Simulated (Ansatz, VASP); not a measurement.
## Sc: VASP beside Ansatz

File INCAR:

```
PREC = Accurate
ENCUT = 520
EDIFF = 1E-6
ISMEAR = -1
SIGMA = 0.05
LREAL = F
LASPH = T
NELM = 60
ALGO = Normal
ISIF = 2
LWAVE = F
LCHARG = F
GGA = PE
NBANDS = 30
```

Contents of KPOINTS:

```
regular mesh
0
Gamma
  12 12 4
```

File POSCAR:

```
Sc
1.0
    2.7766321006      0.0000000000      0.0000000000
   -1.3883160502      2.4046339361      0.0000000000
    0.0000000000      0.0000000000      8.8540307599
Sc
4
Direct
    0.0000000000      0.0000000000      0.0000000000
    0.0000000000      0.0000000000      0.5000000000
    0.3333333333      0.6666666667      0.2500000000
    0.6666666667      0.3333333333      0.7500000000
```

Input for Ansatz:

```yaml
crystal:
  lattice:
    - [2.7766321006, 0.0, 0.0]
    - [-1.3883160502, 2.4046339361, 0.0]
    - [0.0, 0.0, 8.8540307599]
  atoms:
    - { symbol: Sc, position: [0.0, 0.0, 0.0] }
    - { symbol: Sc, position: [0.0, 0.0, 0.5] }
    - { symbol: Sc, position: [0.3333333333, 0.6666666667, 0.25] }
    - { symbol: Sc, position: [0.6666666667, 0.3333333333, 0.75] }
kpoints:
  mp_grid: { grid: [12, 12, 4] }
scf:
  occupations: { method: fermi_dirac, width: 0.05 }
hamiltonian:
  xc: pbe
  pseudopotentials: { kind: paw }
output:
  forces: true
  stress: true
  eigenvalues: true
  populations: true
  write_density: true
  write_potential: true
  elf: true
  volumetric_format: npy
```

Change from the starting cell: volume scaled by 0.6, PAW files.

Alike in both runs: task single point; functional PBE; k mesh 12 × 12 × 4; occupations fermi-dirac, width 0.05 eV; no spin polarisation.

```csv
,VASP,Ansatz
version,VASP 6.6.1,Ansatz 0.2.0
potentials or method,"VASP PAW PBE potentials, release 64 (Sc_sv)","PAW with Ansatz's default frozen-core files, scalar-relativistic"
plane-wave cutoff (eV),520,420
valence electrons in the cell,44,44
```

VASP gave:

* pressure (GPa): 57.7
* largest component of the traceless stress (GPa): 0.22

Question: Which values does Ansatz return?

Answer: Pressure (GPa): 57.2; largest component of the traceless stress (GPa): 0.17.

The functional is the same, so the differences come from potentials, cutoffs and numerics.

Caveats: so large a pressure means that the cell lies far from this level's equilibrium, or that cutoff or potentials fall short (VASP).
